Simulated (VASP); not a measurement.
# GaAs (P4/mmm) in VASP: equation of state

Aim: energy against volume of GaAs in PBE, for its equilibrium volume and stiffness.

Program: VASP 6.6.1. These are calculated values, not measurements. Logs are shortened: lines on timing, memory, paths and dates and some standing lists are left out, and cuts for length are marked.

## (1) The crystal as given

Symmetry: P4/mmm, No. 123, tetragonal system. The conventional cell has a = 3.810 Å, b = 3.810 Å, c = 2.739 Å, α = 90.00°, β = 90.00°, γ = 90.00°. Ga (site symmetry 4/mmm) is surrounded by 4 As at 2.69 Å and 2 Ga at 2.74 Å. As (site symmetry 4/mmm) has 4 Ga at 2.69 Å and 2 As at 2.74 Å as nearest neighbours.

The cell was built by a generator and needn't be a form met in nature.

## (2) Equation of state, PBE, 18.69 Å³/atom (volume scaled by 0.94)

INCAR

```
ALGO     = Normal         # electronic algorithm
EDIFF    = 1E-7           # SCF threshold, eV
ENCUT    = 520            # plane-wave cutoff, eV
GGA      = PE             # functional
ISIF     = 2              # what is computed and relaxed
ISMEAR   = -1             # smearing method
LASPH    = T              # aspherical terms in the spheres
LCHARG   = F              # write CHGCAR
LREAL    = F              # projectors in reciprocal space
LWAVE    = F              # write WAVECAR
NBANDS   = 16             # bands
NELM     = 100            # most SCF steps
PREC     = Accurate       # precision mode
SIGMA    = 0.05           # smearing width, eV
```

KPOINTS

```
k-points
0
Gamma
  7 7 10
```

POSCAR

```
GaAs
1.0
    3.7323602163      0.0000000000      0.0000000000
    0.0000000000      3.7323602163      0.0000000000
    0.0000000000      0.0000000000      2.6829981890
Ga As
1 1
Direct
    0.5000000000      0.5000000000      0.5000000000
    0.0000000000      0.0000000000      0.5000000000
```

Potentials or basis: VASP PAW PBE potentials, release 64 (Ga_d, As).

On the command line:

```sh
$ cat potpaw_PBE.64/Ga_d/POTCAR potpaw_PBE.64/As/POTCAR > POTCAR
$ mpirun -np 1 vasp_std > vasp.out
```

OUTCAR:

```text
EDIFF = 1E-7
   ENCUT = 520
   GGA = PE
   ISIF = 2
   ISMEAR = -1
   LASPH = T
   LREAL = F
   NELM = 100
   PREC = Accurate

 Found     60 irreducible k-points:

 Following reciprocal coordinates:
            Coordinates               Weight
  0.000000  0.000000  0.000000      1.000000
  0.142857  0.000000  0.000000      4.000000
  0.285714  0.000000  0.000000      4.000000
  0.428571  0.000000  0.000000      4.000000
  0.142857  0.142857  0.000000      4.000000
  0.285714  0.142857  0.000000      8.000000
   k-points           NKPTS =     60   k-points in BZ     NKDIM =     60   number of bands    NBANDS=     16
   number of dos      NEDOS =    301   number of ions     NIONS =      2
   total plane-waves  NPLWV =  15680
   dimension x,y,z NGX =    28 NGY =   28 NGZ =   20
   dimension x,y,z NGXF=    56 NGYF=   56 NGZF=   40
   ions per type =               1   1
   NGX,Y,Z   is equivalent  to a cutoff of  12.47, 12.47, 12.39 a.u.
   NGXF,Y,Z  is equivalent  to a cutoff of  24.94, 24.94, 24.79 a.u.
 SYSTEM =  unknown system
   PREC   = accura    normal or accurate (medium, high low for compatibility)
   ISTART =      0    job   : 0-new  1-cont  2-samecut
   ICHARG =      2    charge: 1-file 2-atom 10-const
   ISPIN  =      1    spin polarized calculation?
   LNONCOLLINEAR =      F non collinear calculations
   LSORBIT =      F    spin-orbit coupling
   LASPH  =      T    aspherical Exc in radial PAW
   ENCUT  =  520.0 eV  38.22 Ry    6.18 a.u.   6.94  6.94  4.99*2*pi/ulx,y,z
   NELM   =    100;   NELMIN=  2; NELMDL= -5     # of ELM steps
   EDIFF  = 0.1E-06   stopping-criterion for ELM
   LREAL  =      F    real-space projection
   EDIFFG = 0.1E-05   stopping-criterion for IOM
   NSW    =      0    number of steps for IOM
   IBRION =     -1    ionic relax: 0-MD 1-quasi-New 2-CG
   NFREE  =      0    steps in history (QN), initial steepest desc. (CG)
   ISIF   =      2    stress and relaxation
   ISYM   =      2    0-nonsym 1-usesym 2-fastsym
   POTIM  = 0.5000    time-step for ionic-motion
   TEBEG  =    0.0;   TEEND  =   0.0 temperature during run
   PSTRESS=    0.0 pullay stress
   NELECT =      18.0000    total number of electrons
   NUPDOWN=      -1.0000    fix difference up-down
   EMIN   =  10.00;   EMAX   =-10.00  energy-range for DOS
   EFERMI =   0.00;   METHOD = LEGACY
   ISMEAR =    -1;   SIGMA  =   0.05  broadening in eV -4-tet -1-fermi 0-gaus
   EFERMI_NEDOS =   21; number of points for ismear=-14 and -15
   IALGO  =     38    algorithm
   IMIX   =      4    mixing-type and parameters
     AMIX     =   0.40;   BMIX     =  1.00
     AMIX_MAG =   1.60;   BMIX_MAG =  1.00
  volume/ion in A,a.u.               =      18.69       126.11
  Fermi-wavevector in a.u.,A,eV,Ry     =   1.283226  2.424946 22.404294  1.646669
  Thomas-Fermi vector in A             =   2.415491
   LORBIT       =      0    0 simple, 1 ext, 2 COOP (PROOUT), +10 PAW based schemes
   GGA     = PE    functional components
   LHFCALC =     F    Hartree Fock is set to
   AEXX    =    0.0000 exact exchange contribution
   IVDW    =     0    specifies the selected vdW correction
   LEPSILON=     F    determine dielectric tensor
   LRPA    =     F    only Hartree local field effects (RPA)
 non-spin polarized calculation
  energy-cutoff  :      520.00
  volume of cell :       37.38
 maximum number of plane-waves:      1030
 NGX is ok and might be reduce to    28
   NGX = 13   NGY = 13   NGZ =  9

 number of electron      17.9999999 magnetization

 Free energy of the ion-electron system (eV)
  ---------------------------------------------------
  ext. energy  EPLUGINS =         0.00000000
  ---------------------------------------------------
  free energy    TOTEN  =        -7.46826956 eV

  energy without entropy =       -7.46158132  energy(sigma->0) =       -7.46492544

 E-fermi :   5.9167     XC(G=0): -10.8295

 val. band max:        5.9020206281   @ k =   0.4286   0.1429   0.2000
 cond. band min:       5.9567613079   @ k =   0.4286   0.1429   0.5000
 fundamental gap:      0.0547406798
 Fermi energy:         5.9167331865

 k-point     1 :       0.0000    0.0000    0.0000
  band No.  band energies     occupation
      1      -9.2513      2.00000
      2      -8.9604      2.00000
      3      -8.9533      2.00000
      4      -8.8066      2.00000
      5      -8.8066      2.00000
      6      -7.9216      2.00000
      7       1.6898      2.00000
      8       3.0236      2.00000
      9       3.0236      2.00000
     10       9.2870      0.00000
     11      11.3713      0.00000
     12      13.4359      0.00000
     13      13.4359      0.00000
     14      15.8546      0.00000
     15      16.4792      0.00000
     16      19.1880      0.00000

 k-point     2 :       0.1429    0.0000    0.0000
  band No.  band energies     occupation
      1      -9.2381      2.00000
      2      -8.9622      2.00000
      3      -8.9546      2.00000
      4      -8.8081      2.00000
      5      -8.8065      2.00000
      6      -7.7645      2.00000
      7       0.1876      2.00000
      8       3.2515      2.00000
      9       4.2210      2.00000
     10      10.1368      0.00000
     11      11.5087      0.00000
     12      11.7791      0.00000
     13      12.3164      0.00000
     14      16.3018      0.00000
     15      18.5198      0.00000
     16      19.1766      0.00000

 k-point     3 :       0.2857    0.0000    0.0000
  band No.  band energies     occupation
      1      -9.2145      2.00000
      2      -8.9819      2.00000
      3      -8.9415      2.00000
      4      -8.8114      2.00000
      5      -8.8062      2.00000
      6      -7.3236      2.00000
      7      -1.6624      2.00000
      8       3.8920      2.00000
      9       5.5037      1.99948
     10       9.5838      0.00000
     11       9.9940      0.00000
     12      11.8619      0.00000
     13      13.0444      0.00000
     14      16.8931      0.00000
     15      18.1006      0.00000
     16      21.8797      0.00000

 k-point     4 :       0.4286    0.0000    0.0000
  band No.  band energies     occupation
      1      -9.1999      2.00000
      2      -8.9976      2.00000
      3      -8.9312      2.00000
      4      -8.8141      2.00000
      5      -8.8060      2.00000
      6      -6.8125      2.00000
      7      -2.9319      2.00000
      8       4.7005      2.00000
      9       6.7694      0.00000
     10       7.9640      0.00000
     11       8.2869      0.00000
     12      12.2116      0.00000
     13      16.3645      0.00000
     14      17.2643      0.00000
     15      17.4838      0.00000
     16      20.2630      0.00000

 k-point     5 :       0.1429    0.1429    0.0000
  band No.  band energies     occupation
      1      -9.2287      2.00000
      2      -8.9801      2.00000
      3      -8.9482      2.00000
      4      -8.8081      2.00000
      5      -8.8077      2.00000
      6      -7.5955      2.00000
      7      -0.1992      2.00000
      8       2.1456      2.00000
      9       5.7998      1.82394
     10       9.5271      0.00000
     11      10.8460      0.00000
     12      11.6376      0.00000
     13      13.9751      0.00000
     14      16.2548      0.00000
     15      18.1514      0.00000
     16      18.8790      0.00000

 k-point     6 :       0.2857    0.1429    0.0000
  band No.  band energies     occupation
      1      -9.2102      2.00000
      2      -9.0162      2.00000
      3      -8.9340      2.00000
      4      -8.8112      2.00000
      5      -8.8076      2.00000
      6      -7.1360      2.00000
      7      -1.5454      2.00000
      8       2.2070      2.00000
      9       6.6204      0.00000
     10       8.0999      0.00000
     11      11.9654      0.00000
     12      12.1873      0.00000
     13      13.8689      0.00000
     14      16.9866      0.00000
     15      18.1156      0.00000
     16      20.0609      0.00000

 [... further k-points ...]

------------------------ aborting loop because EDIFF is reached ----------------------------------------

  FORCE on cell =-STRESS in cart. coord.  units (eV):
  Direction    XX          YY          ZZ          XY          YZ          ZX
  --------------------------------------------------------------------------------------
  -------------------------------------------------------------------------------------
  Total        1.6131838      1.6131838      0.3390805      0.0000000      0.0000000      0.0000000
  in kB       69.1523526     69.1523526     14.5353658      0.0000000      0.0000000      0.0000000
  external PRESSURE =      50.9466904 kB  Pullay stress =       0.0000000 kB

 VOLUME and BASIS-vectors are now :
 -----------------------------------------------------------------------------
  energy-cutoff  :      520.00
  volume of cell :       37.38
      direct lattice vectors                 reciprocal lattice vectors
     3.732360216  0.000000000  0.000000000     0.267926980  0.000000000  0.000000000
     0.000000000  3.732360216  0.000000000     0.000000000  0.267926980  0.000000000
     0.000000000  0.000000000  2.682998189     0.000000000  0.000000000  0.372717359

 POSITION                                       TOTAL-FORCE (eV/Angst)
 -----------------------------------------------------------------------------------
      1.86618      1.86618      1.34150         0.000000      0.000000      0.000000
      0.00000      0.00000      1.34150         0.000000      0.000000      0.000000
 -----------------------------------------------------------------------------------
    total drift:                                0.000000      0.000000      0.000000

  FREE ENERGIE OF THE ION-ELECTRON SYSTEM (eV)
  ---------------------------------------------------
  free  energy   TOTEN  =        -7.4682695627 eV

  energy  without entropy=       -7.4615813188  energy(sigma->0) =       -7.46492544
```

Wall time 13 s (1 thread of Intel Xeon Platinum 8559C (Emerald Rapids), shared host); peak memory 0.17 GiB.

What came out:

```
Free energy            : -7.4683 eV
Pressure               : 5.1 GPa
Band gap on the k mesh : none (metal or under the smearing width)
```

## (3) Equation of state, PBE, 19.09 Å³/atom (volume scaled by 0.96)

INCAR

```
  PREC = Accurate
  ENCUT = 520
  EDIFF = 1E-7
  ISMEAR = -1
  SIGMA = 0.05
  LREAL = False
  LASPH = True
  NELM = 60
  ALGO = Normal
  ISIF = 2
  LWAVE = False
  LCHARG = False
  GGA = PE
  NBANDS = 16
```

KPOINTS

```
Automatic mesh
0
Gamma
  7 7 10
```

POSCAR

```
GaAs
1.0
    3.7586453092      0.0000000000      0.0000000000
    0.0000000000      3.7586453092      0.0000000000
    0.0000000000      0.0000000000      2.7018931650
Ga As
1 1
Direct
    0.5000000000      0.5000000000      0.5000000000
    0.0000000000      0.0000000000      0.5000000000
```

Potentials or basis: VASP PAW PBE potentials, release 64 (Ga_d, As).

On the command line:

```sh
$ cat potpaw_PBE.64/Ga_d/POTCAR potpaw_PBE.64/As/POTCAR > POTCAR
$ mpirun -np 1 vasp_std > vasp.out
```

It took 14 s on 1 thread of Intel Xeon Platinum 8559C (Emerald Rapids), shared host; peak memory 0.16 GiB.

The run converged. Its results:

```
Free energy            : -7.4890 eV
Pressure               : 3.3 GPa
Band gap on the k mesh : none (metal or under the smearing width)
```

## (4) Equation of state, PBE, 19.48 Å³/atom (volume scaled by 0.98)

INCAR

```
SYSTEM = GaAs
PREC = Accurate ; ENCUT = 520
EDIFF = 1E-7 ; ISMEAR = -1
SIGMA = 0.05 ; LREAL = .FALSE.
LASPH = .TRUE. ; NELM = 100
ALGO = Normal ; ISIF = 2
LWAVE = .FALSE. ; LCHARG = .FALSE.
GGA = PE ; NBANDS = 16
```

KPOINTS

```
Automatic mesh
0
G
  7 7 10
  0 0 0
```

POSCAR

```
GaAs
1.0
    3.7845678201      0.0000000000      0.0000000000
    0.0000000000      3.7845678201      0.0000000000
    0.0000000000      0.0000000000      2.7205274998
Ga As
1 1
Direct
    0.5000000000      0.5000000000      0.5000000000
    0.0000000000      0.0000000000      0.5000000000
```

On the command line:

```sh
$ cat potpaw_PBE.64/Ga_d/POTCAR potpaw_PBE.64/As/POTCAR > POTCAR
$ mpirun -np 1 vasp_std > vasp.out
```

It took 13 s on 1 thread of Intel Xeon Platinum 8559C (Emerald Rapids), shared host; peak memory 0.16 GiB.

Results (log left out):

- Free energy: -7.5013 eV
- Pressure: 1.7 GPa
- Band gap on the k mesh: none (metal or under the smearing width)

## (5) Equation of state, PBE, 20.28 Å³/atom (volume scaled by 1.02)

INCAR

```
SYSTEM = GaAs
ALGO = Normal
EDIFF = 1E-7
ENCUT = 520
GGA = PE
ISIF = 2
ISMEAR = -1
LASPH = .TRUE.
LCHARG = .FALSE.
LREAL = .FALSE.
LWAVE = .FALSE.
NBANDS = 16
NELM = 60
PREC = Accurate
SIGMA = 0.05
```

KPOINTS

```
k-points
0
G
  7 7 10
  0 0 0
```

POSCAR

```
GaAs
1.0
    3.8353734506      0.0000000000      0.0000000000
    0.0000000000      3.8353734506      0.0000000000
    0.0000000000      0.0000000000      2.7570490054
Ga As
1 1
Direct
    0.5000000000      0.5000000000      0.5000000000
    0.0000000000      0.0000000000      0.5000000000
```

On the command line:

```sh
$ cat potpaw_PBE.64/Ga_d/POTCAR potpaw_PBE.64/As/POTCAR > POTCAR
$ mpirun -np 1 vasp_std > vasp.out
```

Wall time 17 s (1 thread of Intel Xeon Platinum 8559C (Emerald Rapids), shared host); peak memory 0.18 GiB.

It converged, with:

| Item | Value |
| --- | --- |
| Free energy | -7.5042 eV |
| Pressure | -1.0 GPa |
| Band gap on the k mesh | none (metal or under the smearing width) |

## (6) Equation of state, PBE, 20.68 Å³/atom (volume scaled by 1.04)

INCAR

```
SYSTEM = GaAs
ALGO = Normal ; EDIFF = 1E-7
ENCUT = 520 ; GGA = PE
ISIF = 2 ; ISMEAR = -1
LASPH = .True. ; LCHARG = .False.
LREAL = .False. ; LWAVE = .False.
NBANDS = 16 ; NELM = 60
PREC = Accurate ; SIGMA = 0.05
```

KPOINTS

```
k-points
0
Gamma
  7 7 10
  0 0 0
```

POSCAR

```
GaAs
1.0
    3.8602791709      0.0000000000      0.0000000000
    0.0000000000      3.8602791709      0.0000000000
    0.0000000000      0.0000000000      2.7749524227
Ga As
1 1
Direct
    0.5000000000      0.5000000000      0.5000000000
    0.0000000000      0.0000000000      0.5000000000
```

Potentials or basis: VASP PAW PBE potentials, release 64 (Ga_d, As).

On the command line:

```sh
$ cat potpaw_PBE.64/Ga_d/POTCAR potpaw_PBE.64/As/POTCAR > POTCAR
$ mpirun -np 1 vasp_std > vasp.out
```

Wall time 16 s (1 thread of Intel Xeon Platinum 8559C (Emerald Rapids), shared host); peak memory 0.18 GiB.

The run converged. Its results:

```
Free energy            : -7.4965 eV
Pressure               : -2.1 GPa
Band gap on the k mesh : none (metal or under the smearing width)
```

## (7) Equation of state, PBE, 21.07 Å³/atom (volume scaled by 1.06)

INCAR is that of step 6.

KPOINTS is that of step 6.

POSCAR

```
GaAs
1.0
    3.8848675992      0.0000000000      0.0000000000
    0.0000000000      3.8848675992      0.0000000000
    0.0000000000      0.0000000000      2.7926277555
Ga As
1 1
Direct
    0.5000000000      0.5000000000      0.5000000000
    0.0000000000      0.0000000000      0.5000000000
```

On the command line:

```sh
$ cat potpaw_PBE.64/Ga_d/POTCAR potpaw_PBE.64/As/POTCAR > POTCAR
$ mpirun -np 1 vasp_std > vasp.out
```

It took 18 s on 1 thread of Intel Xeon Platinum 8559C (Emerald Rapids), shared host; peak memory 0.18 GiB.

Results (log left out):

```
Free energy            : -7.4836 eV
Pressure               : -3.1 GPa
Band gap on the k mesh : none (metal or under the smearing width)
```

## (8) Equation of state, PBE

Potentials or basis: VASP PAW PBE potentials, release 64 (Ga_d, As).

No new run: the results of the series are fitted here.

Results:

```yaml
Equilibrium_volume: 19.96 Å³/atom
Bulk_modulus_at_fixed_shape_and_positions: 65 GPa
Pressure_derivative_of_the_bulk_modulus: 5.3
```

Energy against volume, from the lowest point:
```csv
volume (Å³/atom),energy (meV/atom)
18.688,18.93
19.085,8.55
19.483,2.39
19.881,0.00
20.278,0.97
20.676,4.83
21.073,11.25
```

Caveat: the cell was scaled at fixed shape and fractional positions, which overstates the stiffness of a crystal with free parameters, most of all of layers and chains.
